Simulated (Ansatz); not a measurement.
# Ag (Fm-3m) in Ansatz: notebook

The runs below take Ag through atomic charges, with B88-PBE, LDA.

Everything below comes from runs of Ansatz 0.2.0. Logs are shortened: lines on timing, memory, paths and dates and some standing lists are left out, and cuts for length are marked.

## Step 1: The crystal as given

It takes space group Fm-3m (No. 225, cubic). Conventional cell: a = 4.085 Å, b = 4.085 Å, c = 4.085 Å, α = 90.00°, β = 90.00°, γ = 90.00°. Ag (site symmetry m-3m) is surrounded by 12 Ag at 2.89 Å.

## Step 2: Atomic charges, B88-PBE

input.yaml

```yaml
crystal:
  lattice: { a: 4.0855, b: 4.0855, c: 4.0855, alpha: 90.0, beta: 90.0, gamma: 90.0 }
  space_group: 225
  setting: { hermann_mauguin: Fm-3m }
  reduce_to_primitive: true
  atoms:
    - { symbol: Ag, position: [0.0, 0.0, 0.0] }
kpoints:
  mp_grid: { grid: [11, 11, 11] }
scf:
  occupations: { method: fermi_dirac, width: 0.05 }
hamiltonian:
  xc: { exchange: b88, correlation: pbe }
  pseudopotentials: { kind: all_electron, lapw: { basis_error: 0.03 } }
output:
  forces: true
  stress: true
  eigenvalues: true
  populations: true
```

Potentials or basis: all-electron LAPW, scalar-relativistic.

Started as:

```
$ ansatz run input.yaml --threads 1 --pin off --max-ram 2560MiB --backend cpu --events-out ev --progress --plain --runs-dir out
```

Output:

```text
Warning: RAYON_NUM_THREADS=1 ignored (pool sized by the plan → 1); use --threads N
crystal.space_group: 225 is read as Fm-3m: the typed cell holds Ag4 (Ag 4a). Least distances (Å): Ag–Ag 2.889
Ag: projections on atomic orbitals take those of the free atom 1s2 2s2 2p6 3s2 3p6 3d10 4s2 4p6 4d10 5s1, of charge +0.00 (hamiltonian.pseudopotentials.projection_atoms)
LAPW: plane waves up to 6.462 Å⁻¹, error target 3.0e-2 eV per atom; small_component_spin mean_spin; Ag in spheres of 1.444 Å, 19 of its electrons in bands, Dirac shells [] (how accurate: hamiltonian.pseudopotentials.lapw.basis_error, Limitations)
Engine: ansatz 0.2.0, aarch64-unknown-linux-gnu
Pseudopotentials: kind: all_electron
Pseudopotential: Ag, LAPW, valence charge 19, lapw/all_electron/scalar/gaussian/Ag, Koelling and Harmon's equation, gaussian nucleus
Functional definition: unnamed
  exchange = b88_x
  correlation = pbe_c
Crystal: 1 atoms, lattice volume = 17.048 Å³
Basis set: ecut = 159.11900369274662 eV, 65 PW (Γ), exchange–correlation at level 2
Bands: 14, of which v1, the nominal top of the filled ones, is band 10 counted from 1 (9 counted from 0)
Symmetry: 48 space group operations
Space group: Fm-3m (ITA 225), of the structure as read, at distance tolerance 2.6e-5 Å
k-points: 56 of 1331
Non-local potential: Ag, projectors of the file, none
Initial density: superposition of atomic densities (chi_scale 0.1, normalization cell)
Initial wavefunctions: plane waves of lowest kinetic energy (no species holds an atomic orbital)
Functional: x = b88, c = pbe(β = 0.06672455060314922)
iter 1 solved again at ethr=2.01e-4 eV; its pass at ethr=1.00e-1 eV (dr2=3.82e-2 eV) is discarded
SCF iter   1: F=—  HF=-144674.791873 eV  |F-HF|=—  |Δ(HF+E_count)|=         —  Δρ=1.90e-2  dr2=3.84e-2  ethr=2.01e-4  ⟨swp⟩=3.1  Hψ=5785  notcnv=0
preconditioner: auto → none  [insulator: Δε(μ)=0.150 eV  Ē_g=15.725 eV  σ=0.050 eV  W_gap=0.63  n_scr=8 (ndim 8)  ℏωp=29.8 eV  f_vac=0.000  D(μ)=0.24/eV (n_scr^D=0)  ε∞_Penn≈4.6]
iter 2 solved again at ethr=6.66e-7 eV; its pass at ethr=2.01e-4 eV (dr2=1.26e-4 eV) is discarded
SCF iter   2: F=—  HF=-144674.611466 eV  |F-HF|=—  |Δ(HF+E_count)|=   1.80e-1  Δρ=9.09e-4  dr2=1.27e-4  ethr=6.66e-7  ⟨swp⟩=2.8  Hψ=4149  notcnv=0
SCF iter   3: F=—  HF=-144674.558814 eV  |F-HF|=—  |Δ(HF+E_count)|=   5.27e-2  Δρ=3.23e-3  dr2=1.03e-3  ethr=6.66e-7  ⟨swp⟩=3.0  Hψ=2486  notcnv=0
SCF iter   4: F=—  HF=-144674.557464 eV  |F-HF|=—  |Δ(HF+E_count)|=   1.35e-3  Δρ=4.88e-4  dr2=2.15e-5  ethr=6.66e-7  ⟨swp⟩=2.8  Hψ=2247  notcnv=0
SCF iter   5: F=—  HF=-144674.557482 eV  |F-HF|=—  |Δ(HF+E_count)|=   1.83e-5  Δρ=3.08e-5  dr2=1.16e-7  ethr=1.13e-7  ⟨swp⟩=2.0  Hψ=2110  notcnv=0
SCF iter   6: F=-144674.557485 eV  HF=-144674.557485 eV  |F-HF|=5.82e-11  |Δ(HF+E_count)|=   2.78e-6  Δρ=4.18e-6  dr2=1.54e-9  ethr=6.10e-10  ⟨swp⟩=2.8  Hψ=2182  notcnv=0
SCF 1 converged in 6 iterations: F = -144674.557485 eV  dr2 = 1.54e-9
SCF converged after 6 iterations
Free energy (F): -144674.557485 eV
Harris-Foulkes:  -144674.557485 eV  (|F-HF|=5.82e-11)
Internal energy: -144674.554616 eV  (E = F + TS)
E sigma→0 (E₀):  -144674.556050 eV
Entropy (-TS):   -0.002869 eV (-2.869 meV/atom)
Fermi energy:    19.007930 eV
--- Per-component energies (eV) ---
  E_band       = -207.947460
  E_kinetic    = 151268.516414
  E_xc         = -4085.366924
  E_electrostatic = -291857.704106  (all electrons and nuclei)
  E_smearing   = -0.002869  (= −TS)
  E_closure    = 0.000000  (closes the sum)
  E_atoms      = -144671.979378  (free atoms, spherical and without spin; not in F)
  Σ components = -144674.557485   (vs F -144674.557485, Δ=0.00e0)
  Basis errors (estimates in eV, not in F): energy 6.3e-3 per atom: plane waves 6.2e-3 (3.2e-3 summed), levels above the bands 1.1e-148, relativity 3.0e-7, radial functions 3.4e-5, core shells 4.9e-7; eigenvalues (radial functions only) 1.3e-4; not estimated: angular momenta, meshes, grids; target (lapw.basis_error) 3.0e-2; muffin-tin radii Ag 1.444 Å
--- Forces (eV/Å), atoms counted from 1 ---
  atom   1  Ag    -0.00000000    -0.00000000    -0.00000000
  max |Σ_I F_I| component: 6.57e-32 eV/Å
--- Stress (GPa, compression-positive) ---
        4.139869       0.000000       0.000000
        0.000000       4.139869       0.000000
        0.000000       0.000000       4.139869
  P = ⅓ Tr σ = 4.1399 GPa (41.399 kbar)
--- Band table (eV; the first three rows and the last of 56) ---
  k-point 0: bands = ["-73.2378", "-36.6222", "-36.6222", "-36.6222", "10.9764", "13.9522", "13.9522", "13.9522", "14.9904", "14.9904", "34.6731", "38.2216", "38.2216", "38.2216"]
  k-point 1: bands = ["-73.2364", "-36.6353", "-36.6241", "-36.6241", "11.2323", "13.8972", "14.0208", "14.0208", "14.9663", "14.9663", "34.6468", "36.4892", "38.3324", "38.3324"]
  k-point 2: bands = ["-73.2327", "-36.6704", "-36.6294", "-36.6294", "11.8980", "13.8628", "14.1439", "14.1439", "14.9760", "14.9760", "32.4771", "35.5474", "38.4907", "38.4907"]
  k-point 55: bands = ["-73.2149", "-36.7368", "-36.7280", "-36.6826", "13.0713", "13.4813", "13.9024", "15.0121", "15.9383", "24.1064", "24.2980", "26.0650", "27.9791", "39.7991"]
--- Löwdin populations: 1 site ---
  site symbol       q [e]
     0     Ag     46.8744
  spilling = 0.002672 (of n_electrons = 47.000000)
```

Run time: 2.9 s. Hardware: 1 thread of Arm Neoverse V2, shared host; peak memory 0.2 GiB.

The run converged, but some of its settings lie outside the range that counts as converged (typed here: hamiltonian.pseudopotentials.lapw.basis_error = 0.03), so its numbers aren't taken as properties of the crystal.

What came out:

```yaml
Free_energy: -144674.5575 eV
Pressure: 4.1 GPa
Band_gap_on_the_k_mesh: none (metal or under the smearing width)
```

## Step 3: Atomic charges, LDA (volume scaled by 1.15)

input.yaml

```yaml
crystal:
  lattice: { a: 4.28033567, b: 4.28033567, c: 4.28033567, alpha: 90.0, beta: 90.0, gamma: 90.0 }
  space_group: 225
  setting: { hermann_mauguin: Fm-3m }
  reduce_to_primitive: true
  atoms:
    - { symbol: Ag, position: [0.0, 0.0, 0.0] }
kpoints:
  mp_grid: { grid: [11, 11, 11] }
scf:
  occupations: { method: gaussian, width: 0.05 }
hamiltonian:
  xc: lda
  pseudopotentials:
    kind: all_electron
    lapw: { basis_error: 0.002 }
    relativity: none
output:
  forces: true
  stress: true
  eigenvalues: true
  populations: true
```

Potentials or basis: all-electron LAPW, non-relativistic.

Started as:

```
$ ansatz run input.yaml --threads 1 --pin off --max-ram 2560MiB --backend cpu --events-out ev --progress --plain --runs-dir out
```

Wall time 3.2 s (1 thread of Arm Neoverse V2, shared host); peak memory 0.23 GiB.

The run converged. Its results:

```yaml
Free_energy: -141366.8221 eV
Pressure: -10.4 GPa
Band_gap_on_the_k_mesh: none (metal or under the smearing width)
```

Levels at points of the mesh, in eV from the Fermi level:
```
           k point  band 7  band 8  band 9  band 10  band 11  band 12  band 13  band 14
(0.00, 0.00, 0.00)   -5.10   -5.10   -4.30    -4.30    15.01    17.89    17.89    17.89
```

Caveat: relativity is left out, which matters for the heavier elements.
